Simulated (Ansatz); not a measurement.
**MgB₂: what symmetry allows forces and stress to be**

```
Mg B
1.0
     3.31409    0.00000    0.00000
    -1.65705    2.87009    0.00000
     0.00000    0.00000    3.46755
Mg B
1 2
Direct
  0.00000 0.00000 0.98796
  0.33333 0.66667 0.50602
  0.66667 0.33333 0.50602
```

Computed with Ansatz, DFT PBEsol, scalar-relativistic, plane waves, PAW.

Cutoff 420 eV; k points 12×12×10 on the computed 3-atom cell (Γ-centred); Gaussian smearing, width 0.10 eV; no spin polarisation.

This distorted cell has space group P6mm, with 12 operations.

Problem. Without a calculation: in which directions can each atom feel a force?

Solution. A force must be left unchanged by every operation that keeps its atom in place, so it lies in the space that those operations leave fixed. Atoms that the group maps onto each other feel forces of one size.
| atom | site symmetry | operations at the site | equivalent to atom | allowed force (Cartesian) |
| --- | --- | --- | --- | --- |
| Mg1 | 6mm | 12 | 1 | along (0.00, 0.00, 1.00) |
| B2 | 3m. | 6 | 2 | along (0.00, 0.00, 1.00) |
| B3 | 3m. | 6 | 2 | along (0.00, 0.00, 1.00) |

That leaves 2 independent force components of 9, tied by 1 condition that the forces sum to zero, so 1 remains. A relaxation in this cell that keeps the symmetry moves the atoms in these directions alone.

Problem. And the stress tensor?

Solution. It must be invariant under the point group, which leaves 2 independent components: yz, xz, xy vanish; xx = yy.

Problem. Do the computed values obey this?

Solution. Yes. Forces (eV/Å):
```
Mg1  0.000  0.000  0.267
B2   0.000  0.000 -0.134
B3   0.000  0.000 -0.134
```

Stress (GPa, compression positive, xx yy zz yz xz xy): -27.79 -27.79 -3.96 0.00 0.00 0.00. The program imposes the same operations on density, forces and stress, so this confirms the analysis and is no independent test of the calculation.